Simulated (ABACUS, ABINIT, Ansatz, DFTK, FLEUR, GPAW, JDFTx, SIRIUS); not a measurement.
**The net moment per atom of FeO, sorted by core time**

Symmetry: R-3m, No. 166, trigonal system. The conventional cell has a = 3.038 Å, b = 3.038 Å, c = 7.559 Å, α = 90.00°, β = 90.00°, γ = 120.00°. Fe (site symmetry -3m) has 6 O at 2.16 Å as nearest neighbours. Around O (site symmetry -3m) lie 6 Fe at 2.16 Å.

| rung | level | program and potentials | cutoff (eV) | k mesh | smearing | task | core time | chip | net moment per atom (μB) | notes |
| --- | --- | --- | --- | --- | --- | --- | --- | --- | --- | --- |
| GGA | RPBE | Ansatz, Ansatz PAW | 420 | 11 × 11 × 11 | gaussian 0.1 | single point | 8.9 s | Intel Xeon | 2.00 | potentials made for PBE, which Ansatz adapts in part; 11 valence electrons an atom on average |
| GGA | PBEsol | Ansatz, PAW datasets made for the crystal | 400 | 11 × 11 × 11 | fermi-dirac 0.05 | band structure | 39 s | Intel Xeon Platinum 8488C Sapphire Rapids | 2.00 | 11 valence electrons an atom on average |
| GGA | PBEsol | Ansatz, all-electron LAPW, inner shells corrected to Dirac's equation | - | 11 × 11 × 11 | fermi-dirac 0.05 | band structure | 47 s | Intel Xeon Platinum 8488C Sapphire Rapids | 2.00 | - |
| LDA | LDA | Ansatz, all-electron LAPW, scalar-relativistic | - | 11 × 11 × 11 | fermi-dirac 0.05 | band structure | 71 s | Arm Neoverse V1 | 2.00 | - |
| GGA | RPBE | Ansatz, all-electron LAPW, scalar-relativistic | - | 11 × 11 × 11 | gaussian 0.1 | single point | 79 s | Intel Xeon | 2.00 | - |
| GGA | PBE | Ansatz, all-electron LAPW, scalar-relativistic | - | 11 × 11 × 11 | gaussian 0.05 | single point | 87 s | Intel Xeon | 2.00 | - |
| GGA | PBE | GPAW, GPAW PAW data sets (gpaw-data 1.2.1) | 800 | 11 × 11 × 11 | fermi-dirac 0.05 | single point | 1.7 min | Arm Neoverse V2 | 2.00 | 7 valence electrons an atom on average |
| GGA | PBE | ABACUS, PseudoDojo NC SR 0.4.1 PBE standard, plane waves | 1225 | 11 × 11 × 11 | fermi-dirac 0.05 | single point | 1.9 min | Intel Xeon 6975P-C Granite Rapids | 2.00 | 11 valence electrons an atom on average |
| GGA | PBE | ABINIT, JTH PAW PBE v2.0 | 707 | 11 × 11 × 11 | fermi-dirac 0.05 | single point | 3.6 min | Arm Neoverse V2 | 2.00 | 11 valence electrons an atom on average |
| GGA | PBE | SIRIUS, all-electron FP-LAPW, apw+lo standard | - | 11 × 11 × 11 | fermi-dirac 0.05 | single point | 5.8 min | Intel Xeon Platinum 8259CL Skylake/Cascade Lake | 2.00 | - |
| GGA | PBE | FLEUR, all-electron, FLAPW | - | 11 × 11 × 11 | fermi-dirac 0.05 | single point | 6.7 min | Arm Neoverse V1 | 2.00 | - |
| GGA | PBE | JDFTx, PseudoDojo-SR-PBE-0.5-standard | 1225 | 11 × 11 × 11 | fermi-dirac 0.05 | single point | 6.9 min | Intel Xeon Platinum 8375C Ice Lake | 2.00 | 11 valence electrons an atom on average |
| GGA | PBE | DFTK, PseudoDojo SR PBE 0.4.1 standard (PBE) | 1225 | 11 × 11 × 11 | fermi-dirac 0.05 | single point | 14 min | Intel Xeon Platinum 8488C Sapphire Rapids | 2.00 | 11 valence electrons an atom on average |

Times are single runs on shared hosts and different chips, so they are rough; meshes, cutoffs and the tasks' sizes weigh on the time. All rows: collinear spin, ferromagnetic start. Smearing widths are in eV. The cell comes from a database and isn't always the measured one. For a metal such meshes aren't converged. Meshes are those of the run's cell of 2 atoms unless a note names another. A magnetic state is the one that its parallel start led to; the crystal's real order can differ. Runs on faulty files, with rough fits or with known faults for this quantity aren't shown. No row holds spin-orbit coupling.

By rung: LDA 2.00; GGA 2.00 (μB).
